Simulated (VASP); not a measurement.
VASP 6.6.1 run: PbSe

INCAR

```
IBRION = -1
ISIF = 2
NBANDS = 17
ISMEAR = -1
ENCUT = 520
SIGMA = 0.02
GGA = ZZ
LCHARG = .FALSE.
LREAL = .FALSE.
EDIFF = 1E-7
NELM = 67
LASPH = .TRUE.
PREC = Accurate
NSW = 0
LWAVE = .FALSE.
```

KPOINTS

```
KPOINTS created by Atomic Simulation Environment
0
Gamma
6 6 6
0 0 0
```

POSCAR

```
Pb Se
 1.0000000000000000
     0.0000000000000000    3.3988993896999999    3.4232041391000001
     3.3988993896999999    0.0000000000000000    3.4232041391000001
     3.3988993896999999    3.3988993896999999    0.0000000000000000
 Pb  Se
   1   1
Cartesian
  0.0000000000000000  0.0000000000000000  0.0000000000000000
  1.6994496948500000  1.6994496948500000  1.7116020695500000
```

The recommended PBE PAW datasets give the neutral cell 20 valence electrons.

Command

```
mpirun -np 1 vasp_std
```

Standard output (part)

```
POSCAR found type information on POSCAR PbSe
 POSCAR found :  2 types and       2 ions
|     EEEEEEE  RRRRRR   RRRRRR   OOOOOOO  RRRRRR      ###     ###     ###     |
|     E        R     R  R     R  O     O  R     R     ###     ###     ###     |
|     E        R     R  R     R  O     O  R     R     ###     ###     ###     |
|     EEEEE    RRRRRR   RRRRRR   O     O  RRRRRR       #       #       #      |
|     E        R    R   R    R   O     O  R    R      ###     ###     ###     |
|     EEEEEEE  R     R  R     R  OOOOOOO  R     R     ###     ###     ###     |
|     Error: One of the selected functionals does not exist.                  |
|       ---->  I REFUSE TO CONTINUE WITH THIS SICK JOB ... BYE!!! <----       |
```

VASP stopped before the first electronic step.

The fault: unknown functional word.

The run took about 0.4 s on one core of a shared host (Intel Xeon 6975P-C).
